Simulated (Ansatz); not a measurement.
# InP: the cost of one run

Program: Ansatz 0.2.0. Level of theory: plane waves, PAW. These are calculated values, not measurements.

**1. The system as given**

Symmetry: Fm-3m, No. 225, cubic system. The conventional cell has a = 5.491 Å, b = 5.491 Å, c = 5.491 Å, α = 90.00°, β = 90.00°, γ = 90.00°. In (site symmetry m-3m) has 6 P at 2.75 Å as nearest neighbours. P (site symmetry m-3m) has 6 In at 2.75 Å as nearest neighbours.

As a file:

```
CELL_PARAMETERS angstrom
0.00000 2.74536 2.74536
2.74536 0.00000 2.74536
2.74536 2.74536 0.00000
ATOMIC_POSITIONS crystal
In 0.00000 0.00000 0.00000
P 0.50000 0.50000 0.50000
```

Cell and atoms come from an earlier r2SCAN relaxation. No run includes spin-orbit coupling, which matters for In.

**2. PBE, anion s p, 6×6×6**

File input.yaml:

```yaml
crystal:
  lattice:
    - [0.0, 2.7453630729, 2.7453630729]
    - [2.7453630729, 0.0, 2.7453630729]
    - [2.7453630729, 2.7453630729, 0.0]
  atoms:
    - { symbol: In, position: [0.0, 0.0, 0.0] }
    - { symbol: P, position: [0.5, 0.5, 0.5] }
kpoints:
  mp_grid: { grid: [6, 6, 6] }
  band_path:
    path:
      - [[0.0, 0.0, 0.0], [0.5, 0.0, 0.5], [0.625, 0.25, 0.625]]
      - [[0.375, 0.375, 0.75], [0.0, 0.0, 0.0], [0.5, 0.5, 0.5], [0.5, 0.25, 0.75], [0.5, 0.0, 0.5]]
    npoints: 10
hamiltonian:
  xc: pbe
scf:
  occupations: { method: fermi_dirac, width: 0.02 }
  n_extra_bands: 6
output:
  forces: false
  stress: false
  eigenvalues: true
  wannier:
    kmesh: [6, 6, 6]
    projections: [{ species: P, l: s, shell: 3 }, { species: P, l: p, shell: 3 }]
    minimise: true
    write_hr: true
    conv_tol: 1.0e-08
    max_iter: 3000
```

On the command line:

```
ansatz run input.yaml --threads 4 --pin off --max-ram 3686MiB --backend cpu --events-out ev --progress --plain --runs-dir out
```

**Question.** How long does this run take on 4 threads of Arm Neoverse V2, shared host, and how much memory does it need?

About 1.3 s, with a peak of 0.3 GiB.
